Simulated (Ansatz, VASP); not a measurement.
# One calculation of MgB2, two programs

```
CELL_PARAMETERS angstrom
3.08818 0.00000 0.00000
-1.54409 2.67444 0.00000
0.00000 0.00000 3.54543
ATOMIC_POSITIONS crystal
Mg 0.00000 0.00000 0.00000
B 0.33333 0.66667 0.50000
B 0.66667 0.33333 0.50000
```

Alike in both runs: functional PBEsol; k mesh 18 × 18 × 12; occupations gaussian, width 0.1 eV; no spin polarisation.

Ansatz relaxed the structure, and its values are those at the end. VASP's run is a single point on that final structure, the one shown.

|  | VASP | Ansatz |
| --- | --- | --- |
| version | VASP 6.6.1 | Ansatz 0.2.0 |
| potentials or method | VASP PAW PBE potentials, release 64 (Mg, B) | scalar-relativistic, plane waves, PAW |
| plane-wave cutoff (eV) | 520 | 420 |
| valence electrons in the cell | 8 | 16 |

|  | VASP | Ansatz | Ansatz less VASP |
| --- | --- | --- | --- |
| gap on the k mesh at the Fermi level (eV) | none | none | - |
| pressure (GPa) | -4.1 | -4.1 | +0.03 |

A gap of «none» marks a metal or a gap that the smearing closes. With one functional, cell and mesh, what is left measures potentials, basis and numerics. The two sets of potentials don't hold the same shells in valence.

Caveats: the PAW data sets were made with another functional, which shifts forces and pressure a little (VASP).
